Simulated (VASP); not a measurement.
Wanted: the native input for a VASP 6.6.1 run.

* Task: relaxation of the atoms
* Functional: PBE
* Potentials or basis: VASP PAW PBE potentials, release 64 (Li_sv)
* Cutoff: 520 eV
* k mesh: 3 × 3 × 3
* Occupations: fermi-dirac, width 0.15 eV
* Spin: no spin polarisation
* Dipole correction: no
* Further INCAR settings: LREAL = Auto; ALGO = Fast; EDIFF = 1e-06; IBRION = 2; EDIFFG = -0.03; NSW = 80

The structure of Li (a cell with a defect) lies in POSCAR:

```
Li
1.0
    6.9800000000      0.0000000000      0.0000000000
    0.0000000000      6.9800000000      0.0000000000
    0.0000000000      0.0000000000      6.9800000000
Li
17
Direct
    0.0000000000      0.0000000000      0.0000000000
    0.5000000000      0.0000000000      0.0000000000
    0.0000000000      0.5000000000      0.0000000000
    0.0000000000      0.0000000000      0.5000000000
    0.2500000000      0.2500000000      0.2500000000
    0.5000000000      0.5000000000      0.0000000000
    0.5000000000      0.0000000000      0.5000000000
    0.7500000000      0.2500000000      0.2500000000
    0.0000000000      0.5000000000      0.5000000000
    0.2500000000      0.7500000000      0.2500000000
    0.2500000000      0.2500000000      0.7500000000
    0.5000000000      0.5000000000      0.5000000000
    0.7500000000      0.7500000000      0.2500000000
    0.7500000000      0.2500000000      0.7500000000
    0.2500000000      0.7500000000      0.7500000000
    0.7500000000      0.7500000000      0.7500000000
    0.8784786000      0.7556507000      0.5114502000
```

The cell was built by a generator and needn't be a form met in nature.

These files were run (other wordings do the same):

INCAR

```
SYSTEM = Li
  PREC = Accurate
  ENCUT = 520
  EDIFF = 1E-6
  ISMEAR = -1
  SIGMA = 0.15
  LREAL = Auto
  LASPH = .True.
  NELM = 100
  ALGO = Fast
  ISIF = 2
  LWAVE = .False.
  LCHARG = .False.
  GGA = PE
  IBRION = 2
  NSW = 80
  EDIFFG = -0.03
```

KPOINTS

```
regular mesh
0
Gamma
  3 3 3
  0 0 0
```

Potentials or basis: VASP PAW PBE potentials, release 64 (Li_sv).

Run with:

```bash
$ cat potpaw_PBE.64/Li_sv/POTCAR > POTCAR
$ mpirun -np 1 vasp_std > vasp.out
```

It gave:

The energy gained by relaxing is 92.2 meV/atom. The ionic steps are 14, the largest force after relaxing is 0.028 eV/Å and the band gap on the k mesh is none (metal or under the smearing width).

Run time: 67 min on 1 thread of Intel(R) Xeon(R) Platinum 8488C (Sapphire Rapids), with other jobs on the host, peak memory 0.44 GiB.
